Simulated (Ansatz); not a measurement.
# Preparing GaN (P6_3mc) as a host crystal, part 2 of 3

Aim: the runs on the perfect crystal GaN (P6_3mc) that a defect calculation needs first.

Ansatz 0.2.0; plane-wave PAW DFT, r2SCAN; relaxation of the host's cell and atoms; PAW set soft_1 (the session's first sound run).

So far. Step 3 (Dielectric tensors of the host): The principal values of the electronic dielectric tensor are 5.83, 5.83 and 6.02. The principal values of the static dielectric tensor are 10.10, 10.10 and 11.19.

**5. Self-consistent run**

This step: plane-wave PAW DFT, r2SCAN; single point of the defect-free supercell, a test of its k-points; PAW set soft_1 (Ansatz 0.2.0).

System of this step: GaN (P6_3mc). The cell holds 72 atoms: 36 Ga and 36 N. Cell: a = 9.550 Å, b = 9.550 Å, c = 10.368 Å, α = 90.0°, β = 90.0°, γ = 120.0°.

File pristine.sampling/input.yaml:

```yaml
crystal:
  lattice:
    - [9.5498176343, 0.0, 0.0]
    - [-4.7749088171, 8.2703846728, 0.0]
    - [0.0, 0.0, 10.3676632292]
  atoms:
    - { symbol: Ga, position: [0.2222222222, 0.1111111111, 0.249553118] }
    - { symbol: Ga, position: [0.1111111111, 0.2222222222, 0.499553118] }
    - { symbol: "N", position: [0.2222222222, 0.1111111111, 0.437946882] }
    - { symbol: "N", position: [0.1111111111, 0.2222222222, 0.187946882] }
    - { symbol: Ga, position: [0.2222222222, 0.1111111111, 0.749553118] }
    - { symbol: Ga, position: [0.1111111111, 0.2222222222, 0.999553118] }
    - { symbol: "N", position: [0.2222222222, 0.1111111111, 0.937946882] }
    - { symbol: "N", position: [0.1111111111, 0.2222222222, 0.687946882] }
    - { symbol: Ga, position: [0.2222222222, 0.4444444444, 0.249553118] }
    - { symbol: Ga, position: [0.1111111111, 0.5555555556, 0.499553118] }
    - { symbol: "N", position: [0.2222222222, 0.4444444444, 0.437946882] }
    - { symbol: "N", position: [0.1111111111, 0.5555555556, 0.187946882] }
    - { symbol: Ga, position: [0.2222222222, 0.4444444444, 0.749553118] }
    - { symbol: Ga, position: [0.1111111111, 0.5555555556, 0.999553118] }
    - { symbol: "N", position: [0.2222222222, 0.4444444444, 0.937946882] }
    - { symbol: "N", position: [0.1111111111, 0.5555555556, 0.687946882] }
    - { symbol: Ga, position: [0.2222222222, 0.7777777778, 0.249553118] }
    - { symbol: Ga, position: [0.1111111111, 0.8888888889, 0.499553118] }
    - { symbol: "N", position: [0.2222222222, 0.7777777778, 0.437946882] }
    - { symbol: "N", position: [0.1111111111, 0.8888888889, 0.187946882] }
    - { symbol: Ga, position: [0.2222222222, 0.7777777778, 0.749553118] }
    - { symbol: Ga, position: [0.1111111111, 0.8888888889, 0.999553118] }
    - { symbol: "N", position: [0.2222222222, 0.7777777778, 0.937946882] }
    - { symbol: "N", position: [0.1111111111, 0.8888888889, 0.687946882] }
    - { symbol: Ga, position: [0.5555555556, 0.1111111111, 0.249553118] }
    - { symbol: Ga, position: [0.4444444444, 0.2222222222, 0.499553118] }
    - { symbol: "N", position: [0.5555555556, 0.1111111111, 0.437946882] }
    - { symbol: "N", position: [0.4444444444, 0.2222222222, 0.187946882] }
    - { symbol: Ga, position: [0.5555555556, 0.1111111111, 0.749553118] }
    - { symbol: Ga, position: [0.4444444444, 0.2222222222, 0.999553118] }
    - { symbol: "N", position: [0.5555555556, 0.1111111111, 0.937946882] }
    - { symbol: "N", position: [0.4444444444, 0.2222222222, 0.687946882] }
    - { symbol: Ga, position: [0.5555555556, 0.4444444444, 0.249553118] }
    - { symbol: Ga, position: [0.4444444444, 0.5555555556, 0.499553118] }
    - { symbol: "N", position: [0.5555555556, 0.4444444444, 0.437946882] }
    - { symbol: "N", position: [0.4444444444, 0.5555555556, 0.187946882] }
    - { symbol: Ga, position: [0.5555555556, 0.4444444444, 0.749553118] }
    - { symbol: Ga, position: [0.4444444444, 0.5555555556, 0.999553118] }
    - { symbol: "N", position: [0.5555555556, 0.4444444444, 0.937946882] }
    - { symbol: "N", position: [0.4444444444, 0.5555555556, 0.687946882] }
    - { symbol: Ga, position: [0.5555555556, 0.7777777778, 0.249553118] }
    - { symbol: Ga, position: [0.4444444444, 0.8888888889, 0.499553118] }
    - { symbol: "N", position: [0.5555555556, 0.7777777778, 0.437946882] }
    - { symbol: "N", position: [0.4444444444, 0.8888888889, 0.187946882] }
    - { symbol: Ga, position: [0.5555555556, 0.7777777778, 0.749553118] }
    - { symbol: Ga, position: [0.4444444444, 0.8888888889, 0.999553118] }
    - { symbol: "N", position: [0.5555555556, 0.7777777778, 0.937946882] }
    - { symbol: "N", position: [0.4444444444, 0.8888888889, 0.687946882] }
    - { symbol: Ga, position: [0.8888888889, 0.1111111111, 0.249553118] }
    - { symbol: Ga, position: [0.7777777778, 0.2222222222, 0.499553118] }
    - { symbol: "N", position: [0.8888888889, 0.1111111111, 0.437946882] }
    - { symbol: "N", position: [0.7777777778, 0.2222222222, 0.187946882] }
    - { symbol: Ga, position: [0.8888888889, 0.1111111111, 0.749553118] }
    - { symbol: Ga, position: [0.7777777778, 0.2222222222, 0.999553118] }
    - { symbol: "N", position: [0.8888888889, 0.1111111111, 0.937946882] }
    - { symbol: "N", position: [0.7777777778, 0.2222222222, 0.687946882] }
    - { symbol: Ga, position: [0.8888888889, 0.4444444444, 0.249553118] }
    - { symbol: Ga, position: [0.7777777778, 0.5555555556, 0.499553118] }
    - { symbol: "N", position: [0.8888888889, 0.4444444444, 0.437946882] }
    - { symbol: "N", position: [0.7777777778, 0.5555555556, 0.187946882] }
    - { symbol: Ga, position: [0.8888888889, 0.4444444444, 0.749553118] }
    - { symbol: Ga, position: [0.7777777778, 0.5555555556, 0.999553118] }
    - { symbol: "N", position: [0.8888888889, 0.4444444444, 0.937946882] }
    - { symbol: "N", position: [0.7777777778, 0.5555555556, 0.687946882] }
    - { symbol: Ga, position: [0.8888888889, 0.7777777778, 0.249553118] }
    - { symbol: Ga, position: [0.7777777778, 0.8888888889, 0.499553118] }
    - { symbol: "N", position: [0.8888888889, 0.7777777778, 0.437946882] }
    - { symbol: "N", position: [0.7777777778, 0.8888888889, 0.187946882] }
    - { symbol: Ga, position: [0.8888888889, 0.7777777778, 0.749553118] }
    - { symbol: Ga, position: [0.7777777778, 0.8888888889, 0.999553118] }
    - { symbol: "N", position: [0.8888888889, 0.7777777778, 0.937946882] }
    - { symbol: "N", position: [0.7777777778, 0.8888888889, 0.687946882] }
basis:
  ecutwfc: 500
  xc_grid: 2
hamiltonian:
  xc: r2scan
  pseudopotentials: { kind: paw, azcp: { folder: soft_1 } }
kpoints:
  mp_grid: { grid: [1, 1, 1], shift: [0.25, 0.25, 0.25] }
scf:
  occupations: { method: fermi_dirac, width: 0.01 }
  max_iter: 80
```

Command:

```console
ansatz run input.yaml --threads 4 --pin off --max-ram 15073MiB --backend cpu --events-out ev --progress --plain --runs-dir out
```

Numbers of over 12 decimals in the logs are rounded to 6 here.

What it wrote:

```text
[...]
Crystal: 72 atoms, lattice volume = 818.845 Å³
Basis set: ecut = 500 eV, 20899 PW (Γ), exchange–correlation on 144×144×160 points (8 copies of the dense FFT grid, shifted against one another)
Bands: 396, of which v1, the nominal top of the filled ones, is band 324 counted from 1 (323 counted from 0)
Symmetry: 36 space group operations
k-points: 1
[...]
SCF iter   1: F=—  HF=-150368.508716 eV  |F-HF|=—  |Δ(HF+E_count)|=         —  Δρ=1.15e-1  dr2=8.74e1  dr2_τ=1.02e1  ethr=3.10e-3  ⟨swp⟩=6.0  Hψ=1349  notcnv=0
[...]
SCF iter   3: F=—  HF=-150351.738972 eV  |F-HF|=—  |Δ(HF+E_count)|=    1.37e0  Δρ=1.77e-2  dr2=1.95e0  dr2_τ=1.34e-1  ethr=1.87e-3  ⟨swp⟩=2.0  Hψ=336  notcnv=0  defer=45
automatic band count: iteration 3 solves 375 bands in place of 396: the levels show a gap, and the empty bands left out lie too high to hold charge; the band table lists the bands solved (type scf.n_extra_bands for more)
SCF iter   4: F=—  HF=-150351.646149 eV  |F-HF|=—  |Δ(HF+E_count)|=   9.28e-2  Δρ=3.40e-3  dr2=6.67e-2  dr2_τ=3.65e-3  ethr=3.01e-4  ⟨swp⟩=2.0  Hψ=444  notcnv=0  defer=45
[...]
SCF iter   9: F=-150351.680114 eV  HF=-150351.680114 eV  |F-HF|=6.08e-9  |Δ(HF+E_count)|=   1.26e-6  Δρ=5.54e-6  dr2=2.22e-7  dr2_τ=4.18e-9  ethr=1.26e-10  ⟨swp⟩=3.0  Hψ=963  notcnv=0
SCF 1 converged in 9 iterations: F = -150351.680114 eV  dr2 = 2.22e-7
[...]
SCF converged after 9 iterations
Free energy (F): -150351.680114 eV
[...]
Internal energy: -150351.680114 eV  (E = F + TS)
E sigma→0 (E₀):  -150351.680114 eV
Fermi energy:    11.224437 eV
[...]
```

The job ended after 29 s (4 threads of Arm Neoverse V1, shared host; peak memory 2.4 GiB).

This step gave:

| Item | Value |
| --- | --- |
| energy over dense mesh | -0.02263 eV/atom |

**6. Defect free supercell relaxed from its symmetric sites**

This cell, the one that will hold the defects, is built from the relaxed host. Its coarser k-points can move the atoms a little, so it is relaxed from the symmetric sites, as the reference for the test of stability.

This step: plane-wave PAW DFT, r2SCAN; relaxation of the defect-free supercell from its symmetric sites; PAW set soft_1 (Ansatz 0.2.0).

pristine.symmetric/input.yaml, as its differences from pristine.sampling/input.yaml of step 5:

```diff
@@ -89 +89,12 @@
   max_iter: 80
+output:
+  forces: true
+relax:
+  f_tol: 0.01
+  max_steps: 60
+  escape_saddle: false
+checkpoint:
+  write: "../pristine.symmetric.run"
+  compress: false
+  write_wavefunctions: false
+  write_every: 100000
```

What it wrote:

```text
[...]
Crystal: 72 atoms, lattice volume = 818.845 Å³
Basis set: ecut = 500 eV, 20899 PW (Γ), exchange–correlation on 144×144×160 points (8 copies of the dense FFT grid, shifted against one another)
Bands: 396, of which v1, the nominal top of the filled ones, is band 324 counted from 1 (323 counted from 0)
Symmetry: 36 space group operations
k-points: 1
[...]
SCF iter   1: F=—  HF=-150368.508724 eV  |F-HF|=—  |Δ(HF+E_count)|=         —  Δρ=1.15e-1  dr2=8.74e1  dr2_τ=1.02e1  ethr=3.10e-3  ⟨swp⟩=6.0  Hψ=1349  notcnv=0
[...]
SCF iter   9: F=-150351.680114 eV  HF=-150351.680114 eV  |F-HF|=1.72e-9  |Δ(HF+E_count)|=   1.24e-6  Δρ=5.42e-6  dr2=2.12e-7  dr2_τ=3.79e-9  ethr=3.86e-10  ⟨swp⟩=3.0  Hψ=1027  notcnv=0
SCF 1 converged in 9 iterations: F = -150351.680114 eV  dr2 = 2.12e-7
[...]
relax step   1: F+E_penalty+E_count = -150351.68011371 eV  Δ(F+E_penalty+E_count) = +0.000e0 eV  max|allowed force component| = 1.105e-2 eV/Å  Δτ_max = 0.0000 Å  (9 SCF iters, dr2 threshold 2.50e-6 eV, accepted)
[...]
SCF iter   6: F=-150351.681208 eV  HF=-150351.681208 eV  |F-HF|=2.62e-9  |Δ(HF+E_count)|=   5.91e-8  Δρ=1.76e-6  dr2=1.50e-8  dr2_τ=7.21e-10  ethr=1.54e-11  ⟨swp⟩=4.0  Hψ=1244  notcnv=0
SCF 2 converged in 6 iterations: F = -150351.681208 eV  dr2 = 1.50e-8
relax step   2: F+E_penalty+E_count = -150351.68120824 eV  Δ(F+E_penalty+E_count) = -1.095e-3 eV  max|allowed force component| = 3.199e-3 eV/Å  Δτ_max = 0.0023 Å  (6 SCF iters, accepted)
[...]
SCF iter   2: F=-150351.681208 eV  HF=-150351.681208 eV  |F-HF|=5.85e-9  |Δ(HF+E_count)|=   6.58e-9  Δρ=1.05e-6  dr2=5.18e-9  dr2_τ=1.74e-10  ethr=2.27e-12  ⟨swp⟩=3.0  Hψ=1044  notcnv=0
SCF 3 converged in 2 iterations: F = -150351.681208 eV  dr2 = 5.18e-9
SCF converged after 2 iterations
Free energy (F): -150351.681208 eV
[...]
Internal energy: -150351.681208 eV  (E = F + TS)
E sigma→0 (E₀):  -150351.681208 eV
Fermi energy:    11.225473 eV
[...]
--- Forces (eV/Å), atoms counted from 1 ---
  atom   1  Ga     0.00313871    -0.00044626    -0.00217252
  atom   2  Ga    -0.00195583     0.00249507    -0.00217252
  atom   3  N     -0.00319860     0.00048078     0.00248154
  atom   4  N      0.00201567    -0.00252968     0.00248154
  atom   5  Ga     0.00313871    -0.00044626    -0.00217252
  atom   6  Ga    -0.00195583     0.00249507    -0.00217252
  atom   7  N     -0.00319860     0.00048078     0.00248154
  atom   8  N      0.00201567    -0.00252968     0.00248154
  atom   9  Ga     0.00313871    -0.00044626    -0.00217252
  atom  10  Ga    -0.00195583     0.00249507    -0.00217252
  atom  11  N     -0.00319860     0.00048078     0.00248154
  atom  12  N      0.00201567    -0.00252968     0.00248154
  atom  13  Ga     0.00313871    -0.00044626    -0.00217252
  atom  14  Ga    -0.00195583     0.00249507    -0.00217252
  atom  15  N     -0.00319860     0.00048078     0.00248154
  atom  16  N      0.00201567    -0.00252968     0.00248154
  atom  17  Ga     0.00313871    -0.00044626    -0.00217252
  atom  18  Ga    -0.00195583     0.00249507    -0.00217252
  atom  19  N     -0.00319860     0.00048078     0.00248154
  atom  20  N      0.00201567    -0.00252968     0.00248154
  atom  21  Ga     0.00313871    -0.00044626    -0.00217252
  atom  22  Ga    -0.00195583     0.00249507    -0.00217252
  atom  23  N     -0.00319860     0.00048078     0.00248154
  atom  24  N      0.00201567    -0.00252968     0.00248154
  atom  25  Ga     0.00313871    -0.00044626    -0.00217252
  atom  26  Ga    -0.00195583     0.00249507    -0.00217252
  atom  27  N     -0.00319860     0.00048078     0.00248154
  atom  28  N      0.00201567    -0.00252968     0.00248154
  atom  29  Ga     0.00313871    -0.00044626    -0.00217252
  atom  30  Ga    -0.00195583     0.00249507    -0.00217252
  atom  31  N     -0.00319860     0.00048078     0.00248154
  atom  32  N      0.00201567    -0.00252968     0.00248154
  atom  33  Ga     0.00313871    -0.00044626    -0.00217252
  atom  34  Ga    -0.00195583     0.00249507    -0.00217252
  atom  35  N     -0.00319860     0.00048078     0.00248154
  atom  36  N      0.00201567    -0.00252968     0.00248154
  atom  37  Ga     0.00313871    -0.00044626    -0.00217252
  atom  38  Ga    -0.00195583     0.00249507    -0.00217252
  atom  39  N     -0.00319860     0.00048078     0.00248154
  atom  40  N      0.00201567    -0.00252968     0.00248154
[...]
atom  61  Ga     0.00313871    -0.00044626    -0.00217252
  atom  62  Ga    -0.00195583     0.00249507    -0.00217252
  atom  63  N     -0.00319860     0.00048078     0.00248154
  atom  64  N      0.00201567    -0.00252968     0.00248154
  atom  65  Ga     0.00313871    -0.00044626    -0.00217252
  atom  66  Ga    -0.00195583     0.00249507    -0.00217252
  atom  67  N     -0.00319860     0.00048078     0.00248154
  atom  68  N      0.00201567    -0.00252968     0.00248154
  atom  69  Ga     0.00313871    -0.00044626    -0.00217252
  atom  70  Ga    -0.00195583     0.00249507    -0.00217252
  atom  71  N     -0.00319860     0.00048078     0.00248154
  atom  72  N      0.00201567    -0.00252968     0.00248154
  max |Σ_I F_I| component: 1.11e-2 eV/Å
--- Relaxed structure (2 steps of the walk, 2 accepted, 0 SCFs on fresh bases) ---
  F+E_penalty+E_count = -150351.68120824 eV   max|allowed force component| = 3.199e-3 eV/Å
  atoms:
    - { symbol: Ga, position: [0.222358, 0.110980, 0.249549] }
    - { symbol: Ga, position: [0.110980, 0.222358, 0.499549] }
    - { symbol: N, position: [0.222084, 0.111245, 0.437951] }
    - { symbol: N, position: [0.111245, 0.222084, 0.187951] }
    - { symbol: Ga, position: [0.222358, 0.110980, 0.749549] }
    - { symbol: Ga, position: [0.110980, 0.222358, 0.999549] }
    - { symbol: N, position: [0.222084, 0.111245, 0.937951] }
    - { symbol: N, position: [0.111245, 0.222084, 0.687951] }
    - { symbol: Ga, position: [0.222358, 0.444313, 0.249549] }
    - { symbol: Ga, position: [0.110980, 0.555691, 0.499549] }
    - { symbol: N, position: [0.222084, 0.444578, 0.437951] }
    - { symbol: N, position: [0.111245, 0.555417, 0.187951] }
    - { symbol: Ga, position: [0.222358, 0.444313, 0.749549] }
    - { symbol: Ga, position: [0.110980, 0.555691, 0.999549] }
    - { symbol: N, position: [0.222084, 0.444578, 0.937951] }
    - { symbol: N, position: [0.111245, 0.555417, 0.687951] }
    - { symbol: Ga, position: [0.222358, 0.777646, 0.249549] }
    - { symbol: Ga, position: [0.110980, 0.889025, 0.499549] }
    - { symbol: N, position: [0.222084, 0.777912, 0.437951] }
    - { symbol: N, position: [0.111245, 0.888750, 0.187951] }
    - { symbol: Ga, position: [0.222358, 0.777646, 0.749549] }
    - { symbol: Ga, position: [0.110980, 0.889025, 0.999549] }
    - { symbol: N, position: [0.222084, 0.777912, 0.937951] }
    - { symbol: N, position: [0.111245, 0.888750, 0.687951] }
    - { symbol: Ga, position: [0.555691, 0.110980, 0.249549] }
    - { symbol: Ga, position: [0.444313, 0.222358, 0.499549] }
    - { symbol: N, position: [0.555417, 0.111245, 0.437951] }
    - { symbol: N, position: [0.444578, 0.222084, 0.187951] }
    - { symbol: Ga, position: [0.555691, 0.110980, 0.749549] }
    - { symbol: Ga, position: [0.444313, 0.222358, 0.999549] }
    - { symbol: N, position: [0.555417, 0.111245, 0.937951] }
    - { symbol: N, position: [0.444578, 0.222084, 0.687951] }
    - { symbol: Ga, position: [0.555691, 0.444313, 0.249549] }
    - { symbol: Ga, position: [0.444313, 0.555691, 0.499549] }
    - { symbol: N, position: [0.555417, 0.444578, 0.437951] }
    - { symbol: N, position: [0.444578, 0.555417, 0.187951] }
    - { symbol: Ga, position: [0.555691, 0.444313, 0.749549] }
    - { symbol: Ga, position: [0.444313, 0.555691, 0.999549] }
    - { symbol: N, position: [0.555417, 0.444578, 0.937951] }
    - { symbol: N, position: [0.444578, 0.555417, 0.687951] }
    - { symbol: Ga, position: [0.555691, 0.777646, 0.249549] }
    - { symbol: Ga, position: [0.444313, 0.889025, 0.499549] }
    - { symbol: N, position: [0.555417, 0.777912, 0.437951] }
    - { symbol: N, position: [0.444578, 0.888750, 0.187951] }
    - { symbol: Ga, position: [0.555691, 0.777646, 0.749549] }
    - { symbol: Ga, position: [0.444313, 0.889025, 0.999549] }
    - { symbol: N, position: [0.555417, 0.777912, 0.937951] }
    - { symbol: N, position: [0.444578, 0.888750, 0.687951] }
    - { symbol: Ga, position: [0.889025, 0.110980, 0.249549] }
    - { symbol: Ga, position: [0.777646, 0.222358, 0.499549] }
    - { symbol: N, position: [0.888750, 0.111245, 0.437951] }
    - { symbol: N, position: [0.777912, 0.222084, 0.187951] }
    - { symbol: Ga, position: [0.889025, 0.110980, 0.749549] }
    - { symbol: Ga, position: [0.777646, 0.222358, 0.999549] }
    - { symbol: N, position: [0.888750, 0.111245, 0.937951] }
    - { symbol: N, position: [0.777912, 0.222084, 0.687951] }
    - { symbol: Ga, position: [0.889025, 0.444313, 0.249549] }
    - { symbol: Ga, position: [0.777646, 0.555691, 0.499549] }
    - { symbol: N, position: [0.888750, 0.444578, 0.437951] }
    - { symbol: N, position: [0.777912, 0.555417, 0.187951] }
    - { symbol: Ga, position: [0.889025, 0.444313, 0.749549] }
    - { symbol: Ga, position: [0.777646, 0.555691, 0.999549] }
    - { symbol: N, position: [0.888750, 0.444578, 0.937951] }
    - { symbol: N, position: [0.777912, 0.555417, 0.687951] }
    - { symbol: Ga, position: [0.889025, 0.777646, 0.249549] }
    - { symbol: Ga, position: [0.777646, 0.889025, 0.499549] }
    - { symbol: N, position: [0.888750, 0.777912, 0.437951] }
    - { symbol: N, position: [0.777912, 0.888750, 0.187951] }
    - { symbol: Ga, position: [0.889025, 0.777646, 0.749549] }
    - { symbol: Ga, position: [0.777646, 0.889025, 0.999549] }
    - { symbol: N, position: [0.888750, 0.777912, 0.937951] }
    - { symbol: N, position: [0.777912, 0.888750, 0.687951] }
```

Wall time 62 s (4 threads); peak memory 2.4 GiB.

No atom moved by 0.005 Å in the relaxation.

(Part 2 of 3 ends here.)

[Logs are printed without paths, hosts, clocks, repeated set-up lines and the standing remarks that a program may print on its own settings, such as how far it seeks lower states.]

[Hosts, paths, dates, database ids (printed as entryN), source tags and the programs' standing remarks are cut or masked in the printed files.]

[Runs of the host that timed out are not shown.]

[For some hosts the program warned that the k-mesh of the response run may be too coarse for force constants and the static dielectric constant; such warnings are not always shown.]

[The program warned that the k-mesh of a response run behind this text may be too coarse: force constants, and the static dielectric constant and all else formed from them, are not shown converged.]
